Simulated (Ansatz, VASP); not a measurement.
# Two plane-wave programs on Au

File INCAR:

```
SYSTEM = Au
  PREC = Accurate
  ENCUT = 520
  EDIFF = 1E-7
  ISMEAR = 0
  SIGMA = 0.1
  LREAL = .FALSE.
  LASPH = .TRUE.
  NELM = 60
  ALGO = Fast
  ISIF = 2
  LWAVE = .FALSE.
  LCHARG = .FALSE.
  GGA = PE
  IVDW = 12
  NBANDS = 18
```

File KPOINTS:

```
regular mesh
0
G
  6 6 4
  0 0 0
```

POSCAR

```
Au
1.0
    3.4203654248      0.0000000000      0.0000000000
   -1.7101827124      2.9621233481      0.0000000000
    0.0000000000      0.0000000000      5.3936465505
Au
2
Direct
    0.6666666667      0.3333333333      0.7500000000
    0.3333333333      0.6666666667      0.2500000000
```

Input for Ansatz:

```yaml
crystal:
  lattice:
    - [3.4203654248, 0.0, 0.0]
    - [-1.7101827124, 2.9621233481, 0.0]
    - [0.0, 0.0, 5.3936465505]
  atoms:
    - { symbol: Au, position: [0.6666666667, 0.3333333333, 0.75] }
    - { symbol: Au, position: [0.3333333333, 0.6666666667, 0.25] }
basis:
  ecutwfc: 420
kpoints:
  mp_grid: { grid: [6, 6, 4] }
hamiltonian:
  xc: pbe
  dispersion: d3bj
scf:
  occupations: { method: gaussian, width: 0.1 }
output:
  forces: true
  stress: true
  eigenvalues: true
```

Alike in both runs: task single point; functional PBE; dispersion D3(BJ); k mesh 6 × 6 × 4; occupations gaussian, width 0.1 eV; no spin polarisation.

```csv
,VASP,Ansatz
version,VASP 6.6.1,Ansatz 0.2.0
potentials or method,"VASP PAW PBE potentials, release 64 (Au)","scalar-relativistic, plane waves, PAW"
plane-wave cutoff (eV),520,420
valence electrons in the cell,22,38
```

|  | VASP | Ansatz | Ansatz less VASP |
| --- | --- | --- | --- |
| gap on the k mesh at the Fermi level (eV) | none | none | - |
| pressure (GPa) | -18.4 | -18.4 | +0.02 |
| largest component of the traceless stress (GPa) | 1.38 | 1.38 | 0.000 |

A gap of «none» marks a metal or a gap that the smearing closes. The two sets of potentials don't hold the same shells in valence.

Caveats: so large a pressure means that the cell lies far from this level's equilibrium, or that cutoff or potentials fall short (VASP); pairwise dispersion overbinds metals, which lowers pressure and volume. Spin-orbit coupling is left out, which matters for the levels of Au.
